# Which atom owns the edges of the gap in layered BN?

**Question**

I have a density-functional calculation (PBE) on boron nitride in flat layers, where each B has three N neighbours and each N has three B. For several energy windows it lists the number of states and how they divide among the 2s and 2p orbitals of the two atoms. Energies count from the Fermi level, which here lies inside the gap.

Ansatz 0.2.0, DFT with the PBE functional, plane waves and PAW, scalar-relativistic, not spin-polarised; layered BN (P6_3/mmc, 4 atoms per cell), structure not relaxed. Wave cutoff 500 eV, k mesh 15x15x4, Gaussian smearing of 0.05 eV. States are counted in electrons per cell, and the orbital shares are shares of the Loewdin projections.

```csv
"bottom of the window, from the Fermi level (eV)",top of the window (eV),states in the window (per cell),share of B 2p,share of N 2p,share of N 2s,share of B 2s
-20.05,-16.15,4.00,0.30,0.03,0.53,0.13
-11.09,-2.13,12.00,0.23,0.69,0.01,0.06
-11.08,-8.09,3.14,0.16,0.65,0.03,0.15
-8.09,-5.12,5.24,0.29,0.65,0.01,0.04
-2.76,-2.15,?,?,?,?,?
2.15,2.76,?,?,?,?,?
```

The broad filled windows look like an ordinary polar bond: mostly N, with a good deal of B. I care about the two narrow windows, just below and just above the gap, because that is where an electron is most easily removed or added. Are those states as mixed as the rest, or does each edge belong to one atom? I'd like a reasoned estimate before I look at the computed shares.

**Answer**

Two magnitudes are worth keeping in mind. The gap is about 4 eV in this calculation, if the narrow windows begin at the band edges. Averaged over a few electronvolts, B holds roughly a fifth to two fifths of the filled states, depending on how deep they lie. The useful question is how that B share changes as one climbs towards the gap.

**What the filled states show**

The two broad filled windows, the one at the bottom and the one of 12 states, hold all 16 valence electrons of the cell. The lower and middle thirds of the 12-state window are also listed separately, so the upper third follows by subtraction. It comes out as about 0.78 N 2p and 0.20 B 2p, with almost no s.

Compare that with the deepest band. It is usually called the N 2s band, yet B 2s and B 2p together make up 0.43 of it. In the lower and middle thirds of the next window the two B shares add up to about a third, and in the upper third B falls to a fifth. The states nearest the gap are thus the least shared of the filled ones.

**Why mixing fades towards the gap**

In flat BN layers the states at the gap are known to be π states, built from the 2p orbitals that stand upright on the layer. Take one such orbital on each atom. The N orbital lies lower, at −D, because N attracts electrons more strongly, and the B orbital lies at +D. If neighbouring atoms couple with strength V, the two orbitals give two levels:

E = ±√(D² + V²)

share of the minority atom = (1 − D/|E|)/2

The lower level is mostly N and the upper one mostly B. Coupling does two things at once: it pushes the levels away from the gap, and it mixes the atoms. A state far from the gap is therefore strongly mixed, and a state at the edge is hardly mixed at all.

A crystal contains both kinds, because V depends on how the electron wave runs through the layer. Each atom has three neighbours. For a wave with the same phase on every atom of a kind, their contributions add up and the coupling is strongest. For the wave at the corner of the Brillouin zone, called K, the three phases are a third of a turn apart and the contributions cancel. Such a state is neither bonding nor antibonding between neighbours: in a single layer it stays on one kind of atom.

**The estimate**

Suppose the narrow windows begin at the band edges. Then D is half the gap, 2.15 eV. The centre of each window lies at (2.15 + 2.76)/2 ≈ 2.46 eV from the Fermi level. The ratio D/|E| is then about 0.88, and the minority atom gets (1 − 0.88)/2 ≈ 0.06.

For the filled edge I take this value as it stands. For the empty edge I expect more mixing. The lowest empty band is known to be rather flat between K and M, the middle of the zone's side, and coupling between the layers lowers it at M. There two of the three contributions cancel each other and one is left. With a coupling of roughly 2.5 eV between neighbours, a rough recalled value, the minority share at M is about 0.17. I average this with the 0.06 from the window centre.

| Window | Main share | Minority share | Both s shares together |
|---|---|---|---|
| Just below the gap | N 2p 0.94 (0.86 to 0.99) | B 2p 0.06 (0.01 to 0.13) | at most 0.03 |
| Just above the gap | B 2p 0.88 (0.74 to 0.96) | N 2p 0.12 (0.04 to 0.22) | at most 0.06 |

The ranges are my judgement of how far so simple a picture may be off; they are not statistical errors. A simpler guess would make the edges as mixed as the whole upper third, with the atoms swapped above the gap. That would put the main share at 0.78 on both sides.

**The computed edges**

The withheld rows as computed:

```csv
"bottom of the window, from the Fermi level (eV)",top of the window (eV),states in the window (per cell),share of B 2p,share of N 2p,share of N 2s,share of B 2s
-2.76,-2.15,0.57,0.06,0.94,0.00,0.00
2.15,2.76,0.58,0.94,0.06,0.00,0.00
```

By orbital character, each edge does belong largely to one atom. Just below the gap the states are 0.94 N 2p, and just above it they are 0.94 B 2p. The simpler guess falls short by 0.16 on both sides, so the average over a few electronvolts is a poor guide to the edge itself.

The forecast for the filled edge agrees with the computed shares to the two decimals given. The band edges of the run lie 4.31 eV apart, so the assumption about where the windows begin holds. Even so, the agreement is closer than the model deserves. Within this one window its minority share runs from zero at the band edge to about 0.11 at the far end, and I simply took the centre. The computed rows also come from a k mesh that is coarse for so narrow a window, so the second decimal may shift on a denser one.

For the empty edge the computed shares lie inside the forecast ranges, but the central value is off. I gave N 2p a share of 0.12, and the calculation gives 0.06. My correction for the states near M made the estimate worse: the plain value at the window centre would have been right. It was also inconsistent. In the two-orbital model a share of 0.17 belongs to a level about 3.3 eV from the Fermi level, above the top of the window. If coupling between the layers brings such a state down into the window, it can change the mixing too, and I had left that out. The equal average may also have given those states too much weight; shares listed separately for K and M would tell.

Without that correction, the model makes the two edges mirror images. When two orbitals combine into two levels, whatever share of N the lower level lacks must turn up in the upper one. That rule holds for each wave separately, and the two windows need not contain the same waves. The computed shares show the exchange of roles to two decimals, which may be partly luck.

Both s shares vanish at both edges, again to two decimals. This fits upright 2p orbitals, which change sign on reflection in the layer, while s orbitals do not; in a single flat layer the two therefore cannot mix. It is support rather than proof, since the 2p shares are not split into upright and in-plane parts.

**How far the picture carries**

Deeper in the filled bands the two-orbital model gets worse. At the centre of the upper third it gives a B share of 0.20, as found by subtraction, but that window is also expected to contain in-plane σ states, which the model leaves out. In the lower third it gives 0.39, while the B 2p share is only 0.16. There the s orbitals take a visible part, a sign of σ bonds, and one upright orbital per atom is no longer enough.

The gap enters the estimate directly. PBE is known to make the gap of BN too small. In this model a larger D with the same coupling would make both edges purer, so the error in the gap should not overturn the assignment of the edges.

**What to take from it**

In this band picture, an electron removed from the top of the filled states comes mainly from N, and one added at the bottom of the empty states goes mainly into B 2p orbitals. This does not make the material a set of N³⁻ and B³⁺ ions. The deeper filled states, which hold the layer together, also have a substantial share of B orbitals. The shares come from projecting the states on atomic orbitals, so they are no measure of charge. Dividing space instead gives another picture: with cells sized by each atom's Bader volume, about 0.80 of the density at the empty edge falls in the cells of N. That need not contradict the shares, because in so polar a bond the cell of B is small and its 2p orbitals reach well beyond it.

For a related flat layer, in which each atom has three neighbours of the other kind, start from the energy difference between the upright orbitals. In this model that difference is the gap, whatever the coupling, because the coupling cancels at K. A large difference gives a wide gap, and states close to either edge stay mostly on one kind of atom. As the difference shrinks, the gap closes and the mixing sets in ever nearer to the edge. How wide a window one looks at matters too, because in the two-orbital picture every step away from the gap brings in states that are more evenly shared.

The printed output below compares the two-orbital estimate, which uses the assumed gap and the recalled coupling, with the computed shares.

Printed output of the fit:

```
Electrons in the two broad filled windows (per cell): 16
Assumed gap between the narrow windows (eV): 4.3
Upper third by subtraction, states (per cell): 3.62
Upper third by subtraction, N 2p share: 0.7826
Upper third by subtraction, B 2p share: 0.2039
Largest rounding error of these two shares: 0.02815
Model, B share at the centre of the upper third: 0.2034
Model, B share at the centre of the middle third: 0.3372
Model, B share at the centre of the lower third: 0.3878
Model, minority share at M: 0.174
Filled edge, forecast N 2p share: 0.9379
Filled edge, N 2p computed: 0.94
Filled edge, N 2p forecast less computed: -0.002118
Filled edge, forecast B 2p share: 0.06212
Filled edge, B 2p computed: 0.06
Filled edge, B 2p forecast less computed: 0.002118
Filled edge, both s shares computed (forecast at most 0.03): 0
Empty edge, forecast B 2p share: 0.882
Empty edge, B 2p computed: 0.94
Empty edge, B 2p forecast less computed: -0.05805
Empty edge, forecast N 2p share: 0.118
Empty edge, N 2p computed: 0.06
Empty edge, N 2p forecast less computed: 0.05805
Empty edge, both s shares computed (forecast at most 0.06): 0
Rival, filled edge N 2p, forecast less computed: -0.1574
Rival, empty edge B 2p, forecast less computed: -0.1574
```
